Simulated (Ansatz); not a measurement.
## Relativity in Zr

```yaml
crystal:
  lattice:
    - [-1.81000, 1.81000, 1.81000]
    - [1.81000, -1.81000, 1.81000]
    - [1.81000, 1.81000, -1.81000]
  atoms:
    - { symbol: Zr, position: [0.00000, 0.00000, 0.00000] }
```

The cell comes from COD entry 9008559, which wasn't checked; take it as a given geometry.

One fixed cell is solved with PBE by LAPW (all electrons) in Ansatz 0.2.0 under different relativistic treatments. Pressure is positive in compression.

Sampling and basis: a Γ-centred 16×16×16 k mesh, Fermi–Dirac smearing of 0.03 eV, basis error target 0.5 meV/atom, no spin polarisation.

| setting | P (GPa) |
| --- | --- |
| scalar-relativistic | -3.13 |
| non-relativistic | ? |
| with spin–orbit coupling | -3.13 |
| scalar-relativistic, point nuclei | -3.13 |
| scalar-relativistic, inner shells corrected to Dirac | -3.13 |

(1) What belongs in the row "non-relativistic", column "P (GPa)"?

Results:

(1) -3.54.
